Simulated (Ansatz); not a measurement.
**LiF: changing the share of exact exchange**

```xyz
2
Lattice="0.0000 2.0140 2.0140 2.0140 0.0000 2.0140 2.0140 2.0140 0.0000" Properties=species:S:1:pos:R:3 pbc="T T T"
F     2.0140    2.0140    2.0140
Li    0.0000    0.0000    0.0000
```

Kept alike: task single point; functional HSE06 form with a typed share of exact exchange; k mesh 6 × 6 × 6; occupations fermi-dirac, width 0.05 eV; no spin polarisation. Program: Ansatz, Ansatz PAW, cutoff 420 eV. Screening held at 0.2 Å⁻¹. The mesh is that of the run's cell of 2 atoms. No spin-orbit coupling.

| share of exact exchange, α | band gap (eV) | pressure (GPa) |
| --- | --- | --- |
| 0.05 | 9.550 | 1.50 |
| 0.1 | 10.014 | 0.89 |
| 0.15 | 10.481 | 0.28 |
| 0.2 | 10.951 | -0.32 |
| 0.25 | 11.423 | -0.91 |
| 0.3 | 11.898 | -1.50 |

The k mesh is coarse, so the values aren't converged. Pressure is positive in compression, with a Pulay correction for the finite cutoff. The exact exchange is short-ranged, of HSE form. A gap read on the mesh alone can miss an edge between its points. All rows use potentials made for PBE. The mesh is thin for exact exchange.

The band gap rises from 9.550 to 11.898 eV between 0.05 and 0.3. Exact exchange pulls filled levels down against empty ones, so the gap grows nearly in line with its share. The mean slope is +9.39 eV per unit of share. The pressure falls from 1.50 to -1.50 GPa between 0.05 and 0.3. Exact exchange shortens the bonds here, so the pressure at fixed cell falls.
